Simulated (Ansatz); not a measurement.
Base system: BeO in the wurtzite structure (space group P6_3mc, No. 186; a = 2.690 Å, c = 4.370 Å). Axes: x lies along a and z along c of the hexagonal cell.

Computed with r2SCAN in Ansatz (plane waves to 500 eV, PAW, scalar-relativistic without spin-orbit coupling).

For the base:

| Property | Value |
|---|---|
| Electron mass | 0.53 mₑ along c, 0.61 mₑ across (at Γ) |
| Valence-band top at Γ | 0.00, -0.04, -0.04 eV |
| Volume per atom | 6.85 Å³ |

It is then changed as follows: compressive biaxial strain of 4.06 % in the plane normal to [001], as in epitaxy on a mismatched substrate; the out-of-plane cell vector and the atoms relax.

Task: What does the calculation give for the electron mass, valence-band top at Γ and volume per atom after the change?

Result: The electron mass becomes 0.45 mₑ out of plane, 0.77 mₑ in plane (at Γ) (base: 0.53 mₑ along c, 0.61 mₑ across (at Γ)); the valence-band top at Γ (three highest levels, from the VBM) goes from 0.00, -0.04, -0.04 eV to 0.00, 0.00, -0.42 eV; the volume per atom shrinks by 0.46 Å³, from 6.85 Å³ to 6.39 Å³.

The levels and masses belong to the bands next to the band gap. Masses are band curvatures over ±0.01 Å⁻¹ around the edge. Stability against distortions was not tested.

Ansatz is an electronic-structure program.
